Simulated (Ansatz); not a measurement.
Phases of Ge at 390 GPa

Structure types of Ge are relaxed in primitive cells with their symmetry kept at 390 GPa, first on PAW files, then by LAPW. The enthalpy is E + pV at zero temperature, without zero-point motion. Only the types listed were tried, and differences under about 5 meV/atom are mesh noise. The real phase may be another.

All numbers are PBE results (scalar-relativistic) from Ansatz 0.2.0, with Fermi–Dirac smearing of 0.1 eV, no spin polarisation. Methods: LAPW: all electrons, basis error target 0.5 meV/atom; PAW: frozen-core files, cutoff 420 eV.

k meshes: bcc 21×21×21, hcp 19×19×11, beta tin 20×20×20, simple hexagonal 20×20×19, diamond 15×15×15.

| start type | ends as | a, b, c (Å) | V (Å³/atom) | H − H(lowest), LAPW (meV/atom) |
| --- | --- | --- | --- | --- |
| bcc | bcc, Im-3m | 2.537, 2.537, 2.537 | 8.17 | 73.7 |
| hcp | hcp, P6_3/mmc | 2.254, 2.254, 3.697 | 8.13 | 0.0 |
| beta tin | beta tin, I4_1/amd | 3.955, 3.955, 2.144 | 8.38 | ? |
| simple hexagonal | simple hexagonal, P6/mmm | 2.173, 2.173, 2.037 | 8.33 | ? |
| diamond | diamond, Fd-3m | 4.271, 4.271, 4.271 | 9.74 | 5275.1 |

Fill in "H − H(lowest), LAPW (meV/atom)" for the row "simple hexagonal".

424.8.

Fill in "H − H(lowest), LAPW (meV/atom)" for the row "beta tin".

544.3.

Split the lead of hcp over bcc into energy and pV.

For bcc less hcp: ΔE = -15.9 meV/atom, and p·ΔV = 390 GPa × +0.0368 Å³ × 6.242 meV/(GPa·Å³) = +89.5 meV/atom, together 73.6 meV/atom. hcp wins by its smaller volume, against the internal energy.
